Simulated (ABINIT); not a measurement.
# C (P6_3/mmc) in ABINIT: reference runs

Reference runs on C: the cell as given and a disturbed copy.

The COD entry that gives the cell may itself be a prediction, so a difference from it is no test against experiment.

Program: ABINIT 10.8.3 (patched build). These are calculated values, not measurements. Logs are shortened: lines on timing, memory, paths and dates and some standing lists are left out, and cuts for length are marked. The log counts tension as positive stress, the text compression.

## (1) The crystal as given

Symmetry: P6_3/mmc, No. 194, hexagonal system. Conventional cell: a = 2.522 Å, b = 2.522 Å, c = 8.237 Å, α = 90.00°, β = 90.00°, γ = 120.00°. C (site symmetry 3m) is surrounded by 4 C at 1.54 Å. C (site symmetry 3m) has 4 C at 1.54 Å as nearest neighbours.

This is a hexagonal form of diamond, not graphite.

## (2) Single point, PBE

Input file run.abi:

```
# Pseudopotentials
pp_dirpath "./"
pseudos "C.GGA_PBE-JTH.xml"

# Structure
acell 2.5221 2.5221 8.2371 Angstrom
rprim
     1.0000000000     0.0000000000     0.0000000000
    -0.5000000000     0.8660254038     0.0000000000
     0.0000000000     0.0000000000     1.0000000000
ntypat 1
znucl 6
natom 8
typat 1 1 1 1 1 1 1 1
xred
     0.6666666667     0.3333333333     0.8437500000
     0.3333333333     0.6666666667     0.3437500000
     0.6666666667     0.3333333333     0.6562500000
     0.3333333333     0.6666666667     0.1562500000
     0.0000000000     0.0000000000     0.9062500000
     0.0000000000     0.0000000000     0.4062500000
     0.0000000000     0.0000000000     0.5937500000
     0.0000000000     0.0000000000     0.0937500000

# Plane-wave basis
ecut 517.016339 eV
pawecutdg 38.0
pawxcdev 0

# k points
kptopt 1
ngkpt 12 12 4
nshiftk 1
shiftk 0.0 0.0 0.0

# Exchange and correlation
ixc 11

# Bands and occupations
nband 21
occopt 3
tsmear 0.05 eV

# SCF cycle
nstep 100
tolvrs 1.0e-9

# Output
iomode 3
prtwf 0
prteig 0
prtebands 0
prtden 1
prtvha 1
prtvclmb 1
prtpot 1
```

Potentials or basis: JTH PAW PBE v2.0.

Command:

```
> abinit run.abi > log 2>&1
```

run.abo:

```text
.Version 10.8.3 of ABINIT
 Symmetries : space group P6_3/m m c (#194); Bravais hP (primitive hexag.)
================================================================================
 Values of the parameters that define the memory need of the present run
     intxc =       0    ionmov =       0      iscf =      17    lmnmax =       8
     lnmax =       4     mgfft =      64  mpssoang =       2    mqgrid =    4320
     natom =       8  nloc_mem =       2    nspden =       1   nspinor =       1
    nsppol =       1      nsym =      24    n1xccc =       1    ntypat =       1
    occopt =       3   xclevel =       2
       mpw =        1237          nfft =       25600          nkpt =          57
 PAW method is used; the additional fine FFT grid is defined by:
   mgfftf=        90    nfftf =     81000
================================================================================
================================================================================

--------------------------------------------------------------------------------
------------- Echo of variables that govern the present computation ------------
--------------------------------------------------------------------------------
 -outvars: echo values of preprocessed input variables --------
            acell      4.7660782622E+00  4.7660782622E+00  1.5565863072E+01 Bohr
              amu      1.20110000E+01
             ecut      1.90000000E+01 Hartree
                       outvar_i_n : Printing only first  50 k-points.
              ixc          11
                       outvar_i_n : Printing only first  50 k-points.
         kptrlatt       12    0    0      0   12    0      0    0    4
          kptrlen      5.71929391E+01
            natom           8
            nband          21
            ngfft          20      20      64
          ngfftdg          30      30      90
             nkpt          57
            nstep         100
             nsym          24
           ntypat           1
                       prtocc : prtvol=0, do not print more k-points.
           occopt           3
        pawecutdg      3.80000000E+01 Hartree
         pawxcdev           0
        prtebands           0
           prteig           0
           prtpot           1
         prtvclmb           1
           prtvha           1
            prtwf           0
            rprim      1.0000000000E+00  0.0000000000E+00  0.0000000000E+00
                      -5.0000000000E-01  8.6602540380E-01  0.0000000000E+00
                       0.0000000000E+00  0.0000000000E+00  1.0000000000E+00
          spgroup         194
           tolvrs      1.00000000E-09
           tsmear      1.83746611E-03 Hartree
            typat      1  1  1  1  1  1  1  1
[... 214 lines left out ...]
  -0.41351   -0.35124   -0.34940   -0.20014   -0.11570    0.13358    0.13642    0.26970
   0.26970    0.30903    0.30903    0.31731    0.31731    0.37303    0.38122    0.38122
   0.57174    0.57174    0.59107    0.63849    0.63851
      occupation numbers for kpt#   1
   2.00000    2.00000    2.00000    2.00000    2.00000    2.00000    2.00000    2.00000
   2.00000    2.00000    2.00000    2.00000    2.00000    2.00000    2.00000    2.00000
   0.00000    0.00000    0.00000    0.00000    0.00000
 prteigrs : prtvol=0 or 1, do not print more k-points.

--- !EnergyTerms
iteration_state     : {dtset: 1, }
comment             : Components of total free energy in Hartree
kinetic             :  2.76915466304634E+01
hartree             :  3.91519219884920E+00
xc                  : -1.73757088777890E+01
Ewald energy        : -5.11113385468807E+01
psp_core            :  3.65695407307043E+00
local_psp           : -1.88094375529646E+01
PAW spherical_terms :  6.09700080223887E+00
internal            : -4.59357912730124E+01
'-kT*entropy'       :  2.30664867585846E-15
total_energy        : -4.59357912730124E+01
total_energy_eV     : -1.24997655884470E+03
...

--- !EnergyTermsDC
iteration_state     : {dtset: 1, }
comment             : '"Double-counting" decomposition of free energy'
band_energy         :  1.48459145842108E+00
Ewald energy        : -5.11113385468807E+01
psp_core            :  3.65695407307043E+00
xc_dc               : -3.24662690028114E+00
PAW spherical_terms :  3.28066270585096E+00
internal            : -4.59357572098193E+01
'-kT*entropy'       :  2.30664867585846E-15
total_energy_dc     : -4.59357572098193E+01
total_energy_dc_eV  : -1.24997563193800E+03
...

--- !EnergyTermsWithPAWCore
iteration_state     : {dtset: 1, }
comment             : 'Components of total free energy, including PAW core contributions'
Total energy        : -3.04791128515256E+02
Total energy DC     : -3.04791094452063E+02
Total energy (eV)   : -8.29378912237706E+03
Total energy DC (eV): -8.29378819547035E+03
...

 Cartesian components of stress tensor (hartree/bohr^3)
  sigma(1 1)=  8.26242662E-05  sigma(3 2)=  0.00000000E+00
  sigma(2 2)=  8.26242658E-05  sigma(3 1)=  0.00000000E+00
  sigma(3 3)= -3.31383405E-04  sigma(2 1)=  0.00000000E+00

-Cartesian components of stress tensor (GPa)         [Pressure=  1.6293E+00 GPa]
- sigma(1 1)=  2.43088984E+00  sigma(3 2)=  0.00000000E+00
- sigma(2 2)=  2.43088983E+00  sigma(3 1)=  0.00000000E+00
- sigma(3 3)= -9.74963638E+00  sigma(2 1)=  0.00000000E+00

== END DATASET(S) ==============================================================
================================================================================

 -outvars: echo values of variables after computation  --------
            acell      4.7660782622E+00  4.7660782622E+00  1.5565863072E+01 Bohr
           etotal     -4.5935757210E+01
            fcart      3.2485219884E-28  4.4849751063E-28  6.2686744173E-03
                      -2.4010814697E-28 -3.9957050947E-28  6.2686744173E-03
                      -9.1806056195E-28 -2.6909850638E-28 -6.2686744173E-03
                      -1.2711607781E-28 -3.3433450792E-28 -6.2686744173E-03
                      -1.4124008645E-29 -7.9098651875E-28  6.3579954086E-03
                       9.8868060517E-29  1.8755350444E-28  6.3579954086E-03
                       8.8981254465E-28  1.1660935276E-27 -6.3579954086E-03
                      -1.4124008645E-29 -8.1545001933E-30 -6.3579954086E-03
            rprim      1.0000000000E+00  0.0000000000E+00  0.0000000000E+00
                      -5.0000000000E-01  8.6602540380E-01  0.0000000000E+00
                       0.0000000000E+00  0.0000000000E+00  1.0000000000E+00
           strten      8.2624266232E-05  8.2624265800E-05 -3.3138340509E-04
                       0.0000000000E+00  0.0000000000E+00  0.0000000000E+00
           xangst      1.2610500000E+00  7.2806755697E-01  6.9500531250E+00
                      -1.1417941445E-16  1.4561351139E+00  2.8315031250E+00
                       1.2610500000E+00  7.2806755697E-01  5.4055968750E+00
                      -1.1417941445E-16  1.4561351139E+00  1.2870468750E+00
                      -2.3334112420E-17 -2.0207934131E-16  7.4648718750E+00
                      -2.3334112420E-17 -2.0207934131E-16  3.3463218750E+00
                      -2.3334112420E-17 -2.0207934131E-16  4.8907781250E+00
                      -2.3334112420E-17 -2.0207934131E-16  7.7222812500E-01
             xred      6.6666666667E-01  3.3333333333E-01  8.4375000000E-01
                       3.3333333333E-01  6.6666666667E-01  3.4375000000E-01
                       6.6666666667E-01  3.3333333333E-01  6.5625000000E-01
                       3.3333333333E-01  6.6666666667E-01  1.5625000000E-01
                      -5.5511151231E-17 -9.2518585385E-17  9.0625000000E-01
                      -5.5511151231E-17 -9.2518585385E-17  4.0625000000E-01
                      -5.5511151231E-17 -9.2518585385E-17  5.9375000000E-01
                      -5.5511151231E-17 -9.2518585385E-17  9.3750000000E-02
 Calculation completed.
```

It took 40 s on 1 thread of Arm Neoverse V2, shared host; peak memory 0.16 GiB.

What came out:

- Free energy: -1249.9756 eV
- Pressure: 1.6 GPa
- Largest force: 0.327 eV/Å
- Band gap on the k mesh: 4.41 eV, indirect (least direct gap 5.18 eV)

Forces in eV/Å, atoms in the order of the input:
```
C    0.000  0.000  0.322
C    0.000  0.000  0.322
C    0.000  0.000 -0.322
C    0.000  0.000 -0.322
C    0.000  0.000  0.327
C    0.000  0.000  0.327
C    0.000  0.000 -0.327
C    0.000  0.000 -0.327
```

Stress tensor (GPa, compression positive):
```
-2.43  0.00  0.00
 0.00 -2.43  0.00
 0.00  0.00  9.75
```

Levels at points of the mesh, in eV from the valence-band top:
| k point | band 12 | band 13 | band 14 | band 15 | band 16 | band 17 | band 18 | band 19 | band 20 | band 21 |
| --- | --- | --- | --- | --- | --- | --- | --- | --- | --- | --- |
| (0.00, 0.00, 0.00) | -1.74 | -1.74 | -0.22 | 0.00 | 0.00 | 5.18 | 5.18 | 5.71 | 7.00 | 7.00 |
| (0.50, 0.00, 0.00) | -5.02 | -5.00 | -4.54 | -3.70 | -2.93 | 4.46 | 5.60 | 5.86 | 6.01 | 6.96 |
| (0.00, 0.00, 0.50) | -2.55 | -0.68 | -0.68 | -0.68 | -0.68 | 5.97 | 5.97 | 5.97 | 5.97 | 6.71 |
| (0.50, 0.00, 0.50) | -6.06 | -4.72 | -4.72 | -3.66 | -3.66 | 4.82 | 4.82 | 7.11 | 7.11 | 7.56 |

Caveat: the atomic spheres overlap. PBE gaps usually lie below the measured ones, often by a third to a half.

[end of part 1 of 2]
